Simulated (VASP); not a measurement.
# NaI (Fm-3m) in VASP: further runs

The runs below take NaI through relaxation of the atoms, with PBE+D3(BJ).

Program: VASP 6.6.1. These are calculated values, not measurements. Logs are shortened: lines on timing, memory, paths and dates and some standing lists are left out, and cuts for length are marked.

### 1 Starting point

Symmetry: Fm-3m, No. 225, cubic system. Conventional cell: a = 6.363 Å, b = 6.363 Å, c = 6.363 Å, α = 90.00°, β = 90.00°, γ = 90.00°. Na (site symmetry m-3m) is surrounded by 6 I at 3.18 Å. I (site symmetry m-3m) is surrounded by 6 Na at 3.18 Å.

### 2 Relaxation of the atoms, PBE+D3(BJ) (a relaxed cell with its volume scaled by 0.98)

Contents of INCAR:

```
ALGO = Fast ; EDIFF = 1E-7
EDIFFG = -0.01 ; ENCUT = 600
GGA = PE ; IBRION = 2
ISIF = 2 ; ISMEAR = 0
IVDW = 12 ; LASPH = True
LCHARG = False ; LREAL = False
LWAVE = False ; NELM = 80
NSW = 40 ; PREC = Accurate
SIGMA = 0.03
```

Contents of KPOINTS:

```
k-points
0
Gamma
  8 8 8
```

Contents of POSCAR:

```
NaI                                     
1.0
    0.0000000000      3.1603688410      3.1603688410
    3.1603688410      0.0000000000      3.1603688410
    3.1603688410      3.1603688410      0.0000000000
  Na              I             
     1     1
Direct
     0.0000000000000000    0.0000000000000000    0.0000000000000000
     0.5000000000000000    0.5000000000000000    0.5000000000000000
```

Potentials or basis: VASP PAW PBE potentials, release 64 (Na_pv, I).

Launch:

```
$ cat potpaw_PBE.64/Na_pv/POTCAR potpaw_PBE.64/I/POTCAR > POTCAR
$ mpirun -np 1 vasp_std > vasp.out
```

OUTCAR:

```text
EDIFF = 1E-7
   EDIFFG = -0.01
   ENCUT = 600
   GGA = PE
   IBRION = 2
   ISIF = 2
   ISMEAR = 0
   IVDW = 12
   LASPH = True
   LREAL = False
   NELM = 80
   NSW = 40
   PREC = Accurate
 IVDW          = 12

 ion  position               nearest neighbor table
   1  0.000  0.000  0.000-   2 3.16   2 3.16   2 3.16   2 3.16   2 3.16   2 3.16
   2  0.500  0.500  0.500-   1 3.16   1 3.16   1 3.16   1 3.16   1 3.16   1 3.16

  LATTYP: Found a face centered cubic cell.
 ALAT       =     6.3207376820

  Lattice vectors:

 A1 = (   0.0000000000,   3.1603688410,   3.1603688410)
 A2 = (   3.1603688410,   0.0000000000,   3.1603688410)
 A3 = (   3.1603688410,   3.1603688410,   0.0000000000)

Analysis of symmetry for initial positions (statically):
=====================================================================
 Subroutine PRICEL returns:
 Original cell was already a primitive cell.

 Routine SETGRP: Setting up the symmetry group for a
 face centered cubic supercell.

 Subroutine GETGRP returns: Found 48 space group operations
 (whereof 48 operations were pure point group operations)
 out of a pool of 48 trial point group operations.

The static configuration has the point symmetry O_h .

Analysis of symmetry for dynamics (positions and initial velocities):
=====================================================================
 Subroutine PRICEL returns:
 Original cell was already a primitive cell.

 Routine SETGRP: Setting up the symmetry group for a
 face centered cubic supercell.

 Subroutine GETGRP returns: Found 48 space group operations
 (whereof 48 operations were pure point group operations)
 out of a pool of 48 trial point group operations.

The dynamic configuration has the point symmetry O_h .

 Subroutine INISYM returns: Found 48 space group operations
 (whereof 48 operations are pure point group operations),
 and found     1 'primitive' translations

----------------------------------------------------------------------------------------

                                     Primitive cell

  volume of cell :      63.1311

  direct lattice vectors                    reciprocal lattice vectors
     0.000000000  3.160368841  3.160368841    -0.158209382  0.158209382  0.158209382
     3.160368841  0.000000000  3.160368841     0.158209382 -0.158209382  0.158209382
     3.160368841  3.160368841  0.000000000     0.158209382  0.158209382 -0.158209382

  length of vectors
     4.469436477  4.469436477  4.469436477     0.274026687  0.274026687  0.274026687

  position of ions in fractional coordinates (direct lattice)
     0.000000000  0.000000000  0.000000000
     0.500000000  0.500000000  0.500000000

  ion indices of the primitive-cell ions
   primitive index   ion index
                 1           1
                 2           2

----------------------------------------------------------------------------------------

 KPOINTS: k-points

Automatic generation of k-mesh.
 Grid dimensions read from file:
 generate k-points for:    8    8    8

 Generating k-lattice:

  Cartesian coordinates                     Fractional coordinates (reciprocal lattice)
    -0.019776173  0.019776173  0.019776173     0.125000000  0.000000000  0.000000000
     0.019776173 -0.019776173  0.019776173     0.000000000  0.125000000  0.000000000
     0.019776173  0.019776173 -0.019776173     0.000000000  0.000000000  0.125000000

  Length of vectors
     0.034253336  0.034253336  0.034253336

  Shift w.r.t. Gamma in fractional coordinates (k-lattice)
     0.000000000  0.000000000  0.000000000

 Subroutine IBZKPT returns following result:
 ===========================================

 Found     29 irreducible k-points:

 Following reciprocal coordinates:
            Coordinates               Weight
  0.000000  0.000000  0.000000      1.000000
  0.125000  0.000000  0.000000      8.000000
  0.250000  0.000000  0.000000      8.000000
  0.375000  0.000000  0.000000      8.000000
  0.500000  0.000000  0.000000      4.000000
  0.125000  0.125000  0.000000      6.000000
[... 16 lines left out ...]
  0.500000  0.250000  0.125000     48.000000
 -0.375000  0.250000  0.125000     24.000000
 [... further k-points ...]
   k-points           NKPTS =     29   k-points in BZ     NKDIM =     29   number of bands    NBANDS=     11
   number of dos      NEDOS =    301   number of ions     NIONS =      2
   total plane-waves  NPLWV =  46656
   dimension x,y,z NGX =    36 NGY =   36 NGZ =   36
   dimension x,y,z NGXF=    72 NGYF=   72 NGZF=   72
   ions per type =               1   1
   NGX,Y,Z   is equivalent  to a cutoff of  13.39, 13.39, 13.39 a.u.
   NGXF,Y,Z  is equivalent  to a cutoff of  26.78, 26.78, 26.78 a.u.
 SYSTEM =  unknown system
   PREC   = accura    normal or accurate (medium, high low for compatibility)
   ISTART =      0    job   : 0-new  1-cont  2-samecut
   ICHARG =      2    charge: 1-file 2-atom 10-const
   ISPIN  =      1    spin polarized calculation?
   LNONCOLLINEAR =      F non collinear calculations
   LSORBIT =      F    spin-orbit coupling
   LASPH  =      T    aspherical Exc in radial PAW
   ENCUT  =  600.0 eV  44.10 Ry    6.64 a.u.   8.93  8.93  8.93*2*pi/ulx,y,z
   NELM   =     80;   NELMIN=  2; NELMDL= -5     # of ELM steps
   EDIFF  = 0.1E-06   stopping-criterion for ELM
   LREAL  =      F    real-space projection
   EDIFFG = -.1E-01   stopping-criterion for IOM
   NSW    =     40    number of steps for IOM
   IBRION =      2    ionic relax: 0-MD 1-quasi-New 2-CG
   NFREE  =      1    steps in history (QN), initial steepest desc. (CG)
   ISIF   =      2    stress and relaxation
   ISYM   =      2    0-nonsym 1-usesym 2-fastsym
   POTIM  = 0.5000    time-step for ionic-motion
   TEBEG  =    0.0;   TEEND  =   0.0 temperature during run
   PSTRESS=    0.0 pullay stress
   NELECT =      14.0000    total number of electrons
   NUPDOWN=      -1.0000    fix difference up-down
   EMIN   =  10.00;   EMAX   =-10.00  energy-range for DOS
   EFERMI =   0.00;   METHOD = LEGACY
   ISMEAR =     0;   SIGMA  =   0.03  broadening in eV -4-tet -1-fermi 0-gaus
   EFERMI_NEDOS =   21; number of points for ismear=-14 and -15
   IALGO  =     68    algorithm
   IMIX   =      4    mixing-type and parameters
     AMIX     =   0.40;   BMIX     =  1.00
     AMIX_MAG =   1.60;   BMIX_MAG =  1.00
  volume/ion in A,a.u.               =      31.57       213.01
  Fermi-wavevector in a.u.,A,eV,Ry     =   0.990915  1.872558 13.359731  0.981913
  Thomas-Fermi vector in A             =   2.122619
   LORBIT       =      0    0 simple, 1 ext, 2 COOP (PROOUT), +10 PAW based schemes
   GGA     = PE    functional components
   LHFCALC =     F    Hartree Fock is set to
   AEXX    =    0.0000 exact exchange contribution
   IVDW    =    12    specifies the selected vdW correction
   LEPSILON=     F    determine dielectric tensor
   LRPA    =     F    only Hartree local field effects (RPA)
 conjugate gradient relaxation of ions
 non-spin polarized calculation
 RMM-DIIS sequential band-by-band and
 Gauss-broadening in eV      SIGMA  =   0.03
  energy-cutoff  :      600.00
  volume of cell :       63.13
 maximum number of plane-waves:      2148
   NGX = 17   NGY = 17   NGZ = 17

 number of electron      14.0000007 magnetization

 Free energy of the ion-electron system (eV)
  ---------------------------------------------------
  ext. energy  EPLUGINS =         0.00000000
  ---------------------------------------------------
  free energy    TOTEN  =        -5.35269821 eV

  energy without entropy =       -5.35269821  energy(sigma->0) =       -5.35269821

 E-fermi :   1.5292     XC(G=0):  -7.9955

 val. band max:        1.3264922374   @ k =   0.0000   0.0000   0.0000
 cond. band min:       5.1696247996   @ k =   0.0000   0.0000   0.0000
 fundamental gap:      3.8431325623
 Fermi energy:         1.5291972010

 k-point     1 :       0.0000    0.0000    0.0000
  band No.  band energies     occupation
      1     -21.0415      2.00000
      2     -21.0414      2.00000
      3     -21.0414      2.00000
      4      -9.8881      2.00000
      5       1.3265      2.00000
      6       1.3265      2.00000
      7       1.3265      2.00000
      8       5.1696      0.00000
      9       9.2497      0.00000
     10       9.2497      0.00000
     11       9.2497      0.00000

 k-point     2 :       0.1250    0.0000    0.0000
  band No.  band energies     occupation
      1     -21.0426      2.00000
      2     -21.0415      2.00000
      3     -21.0415      2.00000
      4      -9.8355      2.00000
      5       0.8090      2.00000
      6       1.2742      2.00000
      7       1.2742      2.00000
      8       5.7215      0.00000
      9       8.8919      0.00000
     10       9.4184      0.00000
     11       9.4185      0.00000

 k-point     3 :       0.2500    0.0000    0.0000
  band No.  band energies     occupation
      1     -21.0453      2.00000
      2     -21.0417      2.00000
      3     -21.0417      2.00000
      4      -9.7028      2.00000
      5      -0.1203      2.00000
      6       1.1543      2.00000
      7       1.1543      2.00000
      8       6.4287      0.00000
      9       8.9917      0.00000
     10       9.3463      0.00000
     11       9.3464      0.00000
[... 267 lines left out ...]
 k-point    23 :       0.5000    0.2500    0.1250
  band No.  band energies     occupation
      1     -21.0471      2.00000
      2     -21.0436      2.00000
      3     -21.0423      2.00000
      4      -9.4958      2.00000
      5      -0.6627      2.00000
      6       0.3715      2.00000
      7       0.8423      2.00000
      8       7.4843      0.00000
      9       8.0085      0.00000
     10       8.8517      0.00000
     11       9.9999      0.00000

 k-point    24 :      -0.3750    0.2500    0.1250
  band No.  band energies     occupation
      1     -21.0477      2.00000
      2     -21.0437      2.00000
      3     -21.0425      2.00000
      4      -9.4476      2.00000
      5      -0.8199      2.00000
      6       0.2834      2.00000
      7       0.7666      2.00000
      8       7.5425      0.00000
      9       7.7315      0.00000
     10       9.7395      0.00000
     11       9.8565      0.00000

 [... further k-points ...]

------------------------ aborting loop because EDIFF is reached ----------------------------------------

 Edisp (eV)   -0.54600

 E8    (eV) :    -0.2530

  FORCE on cell =-STRESS in cart. coord.  units (eV):
  Direction    XX          YY          ZZ          XY          YZ          ZX
  --------------------------------------------------------------------------------------
  -------------------------------------------------------------------------------------
  Total       0.14940     0.14940     0.14940     0.00000    -0.00000    -0.00000
  in kB       3.79144     3.79144     3.79144     0.00000    -0.00000    -0.00000
  external pressure =        3.79 kB  Pullay stress =        0.00 kB

 VOLUME and BASIS-vectors are now :
 -----------------------------------------------------------------------------
  energy-cutoff  :      600.00
  volume of cell :       63.13
      direct lattice vectors                 reciprocal lattice vectors
     0.000000000  3.160368841  3.160368841    -0.158209382  0.158209382  0.158209382
     3.160368841  0.000000000  3.160368841     0.158209382 -0.158209382  0.158209382
     3.160368841  3.160368841  0.000000000     0.158209382  0.158209382 -0.158209382

 POSITION                                       TOTAL-FORCE (eV/Angst)
 -----------------------------------------------------------------------------------
      0.00000      0.00000      0.00000        -0.000000      0.000000     -0.000000
      3.16037      3.16037      3.16037         0.000000     -0.000000      0.000000
 -----------------------------------------------------------------------------------
    total drift:                                0.000000      0.000000      0.000000

  FREE ENERGIE OF THE ION-ELECTRON SYSTEM (eV)
  ---------------------------------------------------
  free  energy   TOTEN  =        -5.8987017554 eV

  energy  without entropy=       -5.8987017554  energy(sigma->0) =       -5.89870176

 reached required accuracy - stopping structural energy minimisation
```

Wall time 18 s (1 thread of AMD EPYC 9R14 (Zen 4), shared host); peak memory 0.19 GiB.

Results:

- Free energy: -5.8987 eV
- Pressure after relaxing: 0.4 GPa
- Band gap on the k mesh: 3.84 eV, direct
- Dispersion energy per atom: -0.273 eV

Final structure:
```xyz
2
Lattice="0.0000 3.1604 3.1604 3.1604 0.0000 3.1604 3.1604 3.1604 0.0000" Properties=species:S:1:pos:R:3 pbc="T T T"
Na    0.0000    0.0000    0.0000
I     3.1604    3.1604    3.1604
```

Caveat: the relaxation stopped at its first step, so nothing moved; spin-orbit coupling is left out, which moves the levels of the heavy elements.

(Continued in part 2 of 2.)
